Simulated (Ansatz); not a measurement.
## SiC (F-43m): G0W0 and the choice of datasets

```yaml
crystal:
  lattice:
    - [0.00000, 2.17900, 2.17900]
    - [2.17900, 0.00000, 2.17900]
    - [2.17900, 2.17900, 0.00000]
  atoms:
    - { symbol: Si, position: [0.00000, 0.00000, 0.00000] }
    - { symbol: C, position: [0.25000, 0.25000, 0.25000] }
```

Held fixed (Ansatz):

```
orbitals        : PBE
k mesh          : 6×6×6
empty bands     : 204
response cutoff : 180 eV
frequencies     : plasmon pole, fitted at the program's default frequency
q → 0 term      : analytic weight of Carrier, Rohra and Görling
points solved   : Γ, L, X
band sums       : cut at the band count
```

The gap is read from Γ to X, linearised, between the Kohn-Sham band edges among the points solved. The direct gap is read between the top filled and lowest empty Kohn-Sham band at Γ. ε∞ is the electronic dielectric constant on this mesh.

```json
{"datasets, wave cutoff": "hard PAW, 700 eV", "KS gap (eV)": "1.35", "G0W0 gap (eV)": "2.17", "direct at Γ (eV)": "7.30", "ε∞": "7.2"}
{"datasets, wave cutoff": "hand-made PAW, 820 eV", "KS gap (eV)": "1.35", "G0W0 gap (eV)": "2.18", "direct at Γ (eV)": "7.25", "ε∞": "7.1"}
{"datasets, wave cutoff": "soft PAW (1st gen.), 420 eV", "KS gap (eV)": "1.35", "G0W0 gap (eV)": "2.17", "direct at Γ (eV)": "7.27", "ε∞": "7.1"}
{"datasets, wave cutoff": "norm-conserving, 1115.67 eV", "KS gap (eV)": "1.34", "G0W0 gap (eV)": "?", "direct at Γ (eV)": "?", "ε∞": "?"}
```

Q: Fill in the row for norm-conserving, 1115.67 eV.

A: G0W0 gap 2.12 eV, direct at Γ 7.15 eV, ε∞ 7.1.

Soft PAW datasets can miss an all-electron G0W0 gap by more than 5 %. With norm-conserving pseudopotentials the core–valence exchange is only approximate, which can shift gaps by tenths of an eV and RPA lattice constants by most of a per cent. Band sums or response are cut, so the gap isn't at its basis limit. The gap is read among the points solved; the crystal's band edges can lie elsewhere.
